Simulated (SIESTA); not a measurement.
Crystal: AlRu.

```
Ru Al
1.0
     2.99160    0.00000    0.00000
     0.00000    2.99160    0.00000
     0.00000    0.00000    2.99160
Ru Al
1 1
Direct
  0.50000 0.50000 0.50000
  0.00000 0.00000 0.00000
```

Base run:

```yaml
Program: SIESTA 5.4.2
Functional: PBEsol
Potentials_or_basis: PseudoDojo 0.4 standard (PBEsol files)
Basis: DZP (energy shift 0.003 Ry; two zetas on semicore shells)
Grid_cutoff: 800 Ry
Energy_shift: 0.003 Ry
k_mesh: 9 × 9 × 9
Occupations: fermi-dirac, width 0.05 eV
Spin: no spin polarisation
```

Its results: band gap on the k mesh none (metal or under the smearing width); pressure -1.7 GPa.

The run is repeated on the same cell with these changes: functional from PBEsol to PBE; potentials or basis from PseudoDojo 0.4 standard (PBEsol files) to PseudoDojo 0.4 standard (PBE files). What comes out?

Band gap on the k mesh none (metal or under the smearing width); pressure 4.1 GPa.

Caveats: the basis of atomic orbitals isn't converged, which shifts pressures, moduli and gaps.
